Boron arsenide absorbs light across an indirect gap: the highest filled state and the lowest empty one belong to different electron wavevectors. The table gives this gap for one fixed crystal cell. The last column, "computed less measured", is negative in every row.

Kohn–Sham band gaps of BAs (F-43m, 2 atoms) in one unrelaxed cell, without spin polarization; each gap is the lowest empty minus the highest filled level on the k-mesh. The measured gap is 1.835 eV, an indirect optical gap from a background-subtracted Tauc plot of UV-Vis transmission through a bulk crystal (arXiv:2307.05371; values found: 1.82 to 4.12 eV).

```tsv
program	functional	how the value is got	potentials or basis	wave cutoff (eV)	k-mesh	computed band gap (eV)	computed less measured (eV)
ABINIT 10.8.3 (1)	SOGGA	Kohn-Sham, on the mesh	JTH PAW PBE v2.0	408	10x10x10	1.012	-0.82
ABINIT 10.8.3 (2)	PBEsol	Kohn-Sham, on the mesh	PseudoDojo NC SR PBEsol v0.4.1 standard	1034	8x8x8	1.111	-0.72
JDFTx 1.7.0 (patched build) (1)	PBE with spin-orbit coupling	Kohn-Sham, on the mesh	PseudoDojo FR PBE 0.4 standard	1143	10x10x10	1.130	-0.71
DFTK 0.8.2	LDA	Kohn-Sham, on the mesh	cp2k.nc.sr.lda.v0_1.semicore.gth	762	10x10x10	1.156	-0.68
Quantum ESPRESSO 7.5 (1)	PBE	Kohn-Sham, on the mesh	SSSP 1.3 efficiency PBE	748	10x10x10	1.172	-0.66
FLEUR MaX-R8.1 (patched build s14)	PBE	Kohn-Sham, on the mesh	all electron	n/a	10x10x10	1.186	-0.65
Quantum ESPRESSO 7.5 (2)	PBE	Kohn-Sham, on the mesh	PseudoDojo 0.4.1 SR PBE standard	1143	20x20x20	1.196	-0.64
GPAW 26.7.0	RPBE	Kohn-Sham, on the mesh	GPAW PAW data sets (gpaw data 1.2.1)	800	10x10x10	1.214	-0.62
ABINIT 10.8.3 (3)	OLYP	Kohn-Sham, on the mesh	JTH PAW PBE v2.0 sp	408	10x10x10	1.344	-0.49
JDFTx 1.7.0 (patched build) (2)	BJ06	Kohn-Sham, on the mesh	SG15 PBE 1.2	1088	8x8x8	1.370	-0.46
```

Three explanations suggest themselves. The programs may disagree, the runs may leave out some physics that widens the gap, or the functionals may be at fault.

**(a) The computed gaps differ widely from row to row. Is the shortfall therefore a matter of which program was used?**

*Solution.* To test a program, hold the functional fixed. PBE without spin-orbit coupling was run three times: twice in Quantum ESPRESSO with different potentials, and once in FLEUR, which treats all electrons. These three gaps lie within 0.024 eV of each other, yet on average they fall 0.65 eV short of the measured gap. Programs that agree so closely with each other cannot owe such an error to their differences.

Now hold the program fixed and change the functional. The three ABINIT runs, with SOGGA, PBEsol and OLYP, differ by up to 0.33 eV, which is 93% of the spread of the whole table. What looked like disagreement between programs thus appears within a single one.

This second comparison is less clean than the first, because the potentials change along with the functional. SOGGA and OLYP were also run with potentials made for PBE, a mismatch that the PBE runs do not test. And the OLYP run keeps arsenic's filled d shell frozen in the core, while the other two ABINIT runs let it respond. That difference probably matters little: the two Quantum ESPRESSO runs differ in the same way, yet their PBE gaps are only 0.024 eV apart. Still, not every small step in the table can be read as an effect of the functional. LDA and RPBE lie only about 0.02 eV outside the range of the three PBE runs, so their order relative to PBE is not secure.

**(b) Nine of the ten runs omit spin-orbit coupling. Estimate what it does to the gap, and decide whether it could close the shortfall.**

*Solution.* The top of the valence band lies at zero wavevector, the point Γ, where three p-like levels share one energy. Spin-orbit coupling ties each electron's spin to its orbital motion and splits this set. Counting spin, there are six states: four move up and two move down. The highest filled level therefore rises. The lowest empty state lies away from Γ and has no such partners, so it should move much less, and the gap shrinks.

Let Δ be the splitting between the two groups. To first order the average energy of the six states is unchanged, so the four rise by Δ/3 while the two fall by 2Δ/3:

4 × Δ/3 − 2 × 2Δ/3 = 0.

For BAs, Δ is roughly 0.2 eV, a recalled value that was not adjusted to the table. The gap should then fall by 0.2/3 ≈ 0.07 eV. Since Δ grows with the weight of the atoms that carry the valence top, a similar compound in which those atoms are heavier should lose more.

The JDFTx run with PBE and spin-orbit coupling gives 1.130 eV. That is 0.04 to 0.07 eV below the three PBE runs without it, depending on which one is chosen. The direction and rough size agree with the estimate. The second decimal should not be pressed, because the programs differ and the last electronic solve of the JDFTx run ended unconverged.

The coupling thus makes the shortfall larger. Two other effects absent from the calculations, lattice vibrations and the attraction between the excited electron and the hole it leaves, also usually lower a measured optical gap. That is general theory; no row tests it. If it holds here, the gap that a calculation with rigid nuclei and no such attraction ought to reach lies above the measured 1.835 eV.

**(c) The functional remains. Why should it give too small a gap, and does a different functional simply move all the empty states up together?**

*Solution.* A band gap compares two energies: the cost of taking an electron out of the crystal, and the energy regained when one is added. The Kohn–Sham calculation reads both from the levels of a single potential. In the exact theory, this potential jumps by a constant as soon as the electron count passes that of the filled bands. The jump, called the derivative discontinuity, belongs to the true gap but not to the difference between the levels. Even with the exact functional, a gap read from the levels, as in every row here, would therefore lack this part. Functionals built from the local density and its gradient have no such jump to add, and their gaps are typically too small.

A functional can still widen the gap by changing the shape of the potential. OLYP closes about a quarter of the average PBE shortfall, and BJ06 slightly more. BJ06 is a model potential that also uses the kinetic-energy density. It is known to lift the potential where electrons are sparse, which tends to push empty states up. Its value here is provisional, because this run too ended with an unconverged solve, used a coarser mesh and took potentials made for PBE.

If a new functional merely raised all empty states by the same amount, the direct gap, taken at a single wavevector, would grow exactly as much as the indirect one. This rigid-shift model has no adjustable constant. It was tried on SOGGA, OLYP and BJ06, with the all-electron PBE run as the starting point, and the results are printed after this text.

The model fails for all three. From PBE to OLYP the indirect gap grows by 0.16 eV but the direct gap by only 0.04 eV. With BJ06 the order is reversed: 0.18 eV for the indirect gap and 0.28 eV for the direct one. In the GPAW run the direct gap lies at Γ, where the valence top lies too. If the other runs are alike in this, as expected, both gaps start from the same filled level, and the mismatch comes from the empty states alone. Those at different wavevectors have different shapes in space, so a change in the potential need not move them equally. This is a plausible reading rather than a proven one, because the pseudopotentials or basis changed along with the functional.

For practical use, a correction that brings one functional's indirect gap into line with experiment should not be carried over unchanged to another functional or to the direct gap. As for the cause of the shortfall, the close agreement of Quantum ESPRESSO and FLEUR speaks against the program, and both the estimate and the one run with spin-orbit coupling indicate that this coupling acts the wrong way. The case for the missing jump rests on theory, because no row adds this jump to its gap. A hybrid functional or a GW calculation on the same cell would be the next test.

Output of the analysis:

```
Share of the measured gap:
                                 row  computed gap in % of measured
                   ABINIT 10.8.3 (1)                          55.24
                   ABINIT 10.8.3 (2)                          60.68
     JDFTx 1.7.0 (patched build) (1)                          61.41
                          DFTK 0.8.2                          62.96
            Quantum ESPRESSO 7.5 (1)                          63.97
  FLEUR MaX-R8.1 (patched build s14)                           64.6
            Quantum ESPRESSO 7.5 (2)                          65.14
                         GPAW 26.7.0                          66.19
                   ABINIT 10.8.3 (3)                          73.28
     JDFTx 1.7.0 (patched build) (2)                          74.86
Number of scalar-relativistic PBE runs: 3
Mean gap of these PBE runs, eV: 1.185
Mean shortfall of these PBE runs, eV: 0.65
Spread of these PBE runs, eV: 0.024
Spread of the three ABINIT runs with three functionals, eV: 0.332
Spread of all ten runs, eV: 0.358
ABINIT spread in % of the spread of all runs: 92.74
PBE shortfall divided by PBE spread: 27.08
Gap change with spin-orbit coupling, PBE pair, eV: -0.066
Gap change expected from a third of the rough splitting, eV: -0.06667
Part of the PBE shortfall closed by OLYP, %: 24.51
Part of the PBE shortfall closed by BJ06, %: 28.51
SOGGA less all-electron PBE, indirect gap, eV: -0.174
SOGGA less all-electron PBE, direct gap (the rigid-shift prediction), eV: -0.07298
OLYP less all-electron PBE, indirect gap, eV: 0.158
OLYP less all-electron PBE, direct gap (the rigid-shift prediction), eV: 0.03969
BJ06 less all-electron PBE, indirect gap, eV: 0.184
BJ06 less all-electron PBE, direct gap (the rigid-shift prediction), eV: 0.2757
```
